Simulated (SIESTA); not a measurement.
**Ni under changes of volume**

One of the cells (10.809 Å³/atom); the others are scaled copies at fixed shape and fractional positions:

```
Ni
1.0
    -1.39288    1.39288    1.39288
     1.39288   -1.39288    1.39288
     1.39288    1.39288   -1.39288
Ni
1
Direct
  0.00000 0.00000 0.00000
```

This isn't the form of Ni at room conditions, which is fcc.

- Program: SIESTA 5.4.2
- Functional: PBEsol
- Potentials or basis: PseudoDojo 0.4 standard (PBEsol files)
- Basis: DZP (energy shift 0.003 Ry; two zetas on semicore shells)
- Grid cutoff: 800 Ry
- Energy shift: 0.003 Ry
- k mesh: 13 × 13 × 13
- Occupations: fermi-dirac, width 0.05 eV
- Spin: collinear spin, ferromagnetic start
- Starting moments: [1.0] μB

```tsv
volume (Å³/atom)	energy over the lowest point (meV/atom)	pressure (GPa)	moment (μB per cell)
9.962	14.61	11.0	0.56
10.174	?	?	?
10.385	0.00	0.7	0.59
10.809	9.54	-7.3	0.62
11.021	22.39	-11.6	0.62
11.233	39.96	-14.4	0.63
```

Question: What does the run at 10.174 Å³/atom give?

Answer: Energy over the lowest point 3.91 meV/atom; pressure 5.3 GPa; moment 0.58 μB per cell.

Worked out: A Birch-Murnaghan fit of order 3 (a polynomial in V^(-2/3)) to the other rows has its minimum at 10.42 Å³/atom with B0 = V·E''(V) = 222 GPa (rough, since the energies scatter). It gives 4.03 meV/atom at 10.174 Å³/atom, against the run's 3.91, and -dE/dV = 5.5 GPa, against 5.3. A parabola through the other rows of the moment, of slope 0.0776 μB per Å³/atom there, gives 0.58 μB, against the run's 0.58.

Energies are extrapolated to zero smearing.

Caveats: short orbitals over semicore shells can move pressures by several GPa; the basis of atomic orbitals isn't converged, which shifts pressures, moduli and gaps.
